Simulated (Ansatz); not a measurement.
ZrC:

```xyz
2
Lattice="0.0000 2.3650 2.3650 2.3650 0.0000 2.3650 2.3650 2.3650 0.0000" Properties=species:S:1:pos:R:3 pbc="T T T"
Zr    2.3650    2.3650    2.3650
C     0.0000    0.0000    0.0000
```

Base run:

| Item | Value |
| --- | --- |
| Program | Ansatz 0.2.0 |
| Functional | LDA |
| Potentials or basis | Ansatz PAW |
| Cutoff | 420 eV (not typed: the program's choice for these potentials) |
| k mesh | 10 × 10 × 10 |
| Occupations | fermi-dirac, width 0.05 eV |
| Spin | no spin polarisation |

Its results: band gap on the k mesh none (metal or under the smearing width); pressure -12.5 GPa.

Problem. After a change of settings the same cell gave: band gap on the k mesh none (metal or under the smearing width); pressure -6.8 GPa. Which change was it?
A. hubbard terms from none to Zr d U = 2 eV; hubbard projectors from none to ortho-atomic (the default)
B. functional from LDA to PBEsol
C. functional from LDA to PBEsol; spin from no spin polarisation to spin-orbit coupling, no magnetisation; potential files from those of the base run to others of the same set
D. hubbard terms from none to Zr d U = 4 eV; hubbard projectors from none to ortho-atomic (the default)

Solution. D.

Caveats: the PAW data sets come from PBE, with cores solved anew for the run's functional, which leaves a small shift of forces and pressure; the density of states is complete only up to the lowest level of the last band computed; U without spin polarisation on a metal has little footing (some runs); the U is typed as a test and isn't derived for this compound (some runs).
